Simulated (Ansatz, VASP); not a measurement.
## Two plane-wave programs on SiC

```
Si C
1.0
     2.15241    2.15241    0.00000
    -2.15241    2.15241    0.00000
     0.00000    2.15241    2.15241
Si C
1 1
Direct
  0.00000 0.00000 0.00000
  0.75000 0.25000 0.50000
```

Alike in both runs: functional LDA; k mesh 10 × 10 × 10; no spin polarisation.

Ansatz relaxed the structure, and its values are those at the end. VASP's run is a single point on that final structure, the one shown.

```csv
,VASP,Ansatz
version,VASP 6.6.1,Ansatz 0.2.0
potentials or method,"VASP PAW LDA potentials, release 64 (Si, C)","PAW with Ansatz's default frozen-core files, scalar-relativistic"
plane-wave cutoff (eV),520,420
occupations,"gaussian, width 0.01 eV",fixed
valence electrons in the cell,8,8
```

VASP gave:

```
gap on the k mesh at the Fermi level (eV) : 1.27
pressure (GPa)                            : 4.4
```

Q: Estimate Ansatz's values.

A: gap on the k mesh at the Fermi level (eV): 1.29; pressure (GPa): 4.0.

A k mesh can miss the band edges.
